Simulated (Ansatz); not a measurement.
SiC (Moissanite):

```
Si C
1.0
     3.07600    0.00000    0.00000
    -1.53800    2.66389    0.00000
     0.00000    0.00000    5.04800
Si C
2 2
Direct
  0.66667 0.33333 0.50000
  0.33333 0.66667 0.00000
  0.66667 0.33333 0.88500
  0.33333 0.66667 0.38500
```

Base run:

* Program: Ansatz 0.2.0
* Functional: revPBE
* Potentials or basis: Ansatz PAW
* Cutoff: 420 eV (not typed: the program's choice for these potentials)
* k mesh: 10 × 10 × 5
* Occupations: fermi-dirac, width 0.05 eV
* Spin: no spin polarisation

Its results: band gap on the k mesh 2.51 eV, indirect (least direct gap 4.11 eV); pressure 6.1 GPa; largest force 0.759 eV/Å.

**Question.** The run is repeated on the same cell with these changes: functional from revPBE to RPBE. What comes out?

**Answer.** Band gap on the k mesh 2.52 eV, indirect (least direct gap 4.12 eV); pressure 7.0 GPa; largest force 0.762 eV/Å.

Caveats: the k mesh misses the band edges, so the gap on the mesh is wider than the one along the path; the PAW data sets come from PBE, with cores solved anew for the run's functional, which leaves a small shift of forces and pressure.
